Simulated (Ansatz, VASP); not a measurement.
**One calculation of Sb, two programs**

INCAR

```
  ALGO = Normal
  EDIFF = 1E-6
  EDIFFG = -0.005
  ENCUT = 600
  GGA = PE
  IBRION = 2
  ISIF = 3
  ISMEAR = 0
  IVDW = 12
  LASPH = T
  LCHARG = F
  LREAL = F
  LWAVE = F
  NELM = 80
  NSW = 70
  PREC = Accurate
  SIGMA = 0.1
```

The input KPOINTS:

```
k-points
0
Gamma
  14 14 14
```

POSCAR

```
Sb
1.0
    3.1104611990      0.0000000000      0.0000000000
    0.0000000000      3.1104611990      0.0000000000
    0.0000000000      0.0000000000      3.1104611990
Sb
1
Direct
    0.0000000000      0.0000000000      0.0000000000
```

Input for Ansatz:

```yaml
crystal:
  lattice:
    - [3.110461199, 0.0, 0.0]
    - [0.0, 3.110461199, 0.0]
    - [0.0, 0.0, 3.110461199]
  atoms:
    - { symbol: Sb, position: [0.0, 0.0, 0.0] }
basis:
  ecutwfc: 420
kpoints:
  mp_grid: { grid: [14, 14, 14] }
hamiltonian:
  xc: pbe
  dispersion: d3bj
scf:
  occupations: { method: gaussian, width: 0.1 }
output:
  forces: true
  stress: true
  eigenvalues: true
relax:
  adjacent_minimum: "off"
  f_tol: 0.005
  max_steps: 50
  cell: { stress_tol: 0.05 }
```

Alike in both runs: task relaxation of cell and atoms; functional PBE; dispersion D3(BJ); k mesh 14 × 14 × 14; occupations gaussian, width 0.1 eV; no spin polarisation.

|  | VASP | Ansatz |
| --- | --- | --- |
| version | VASP 6.6.1 | Ansatz 0.2.0 |
| potentials or method | VASP PAW PBE potentials, release 64 (Sb) | scalar-relativistic, plane waves, PAW |
| plane-wave cutoff (eV) | 600 | 420 |
| valence electrons in the cell | 5 | 15 |

|  | VASP | Ansatz | Ansatz less VASP |
| --- | --- | --- | --- |
| gap on the k mesh at the Fermi level, each at its own relaxed structure (eV) | none | none | - |
| relaxed volume (Å³/atom) | 28.68 | 28.69 | +0.001 |
| relaxed cell length with the largest relative difference (Å) | 3.061 | 3.061 | 0.0000 |
| energy change over the relaxation (meV/atom) | -12 | -12 | +0.2 |

A gap of «none» marks a metal or a gap that the smearing closes. The two sets of potentials don't hold the same shells in valence.

Caveats: pairwise dispersion overbinds metals, which lowers pressure and volume. Spin-orbit coupling is left out, which matters for the levels of Sb.
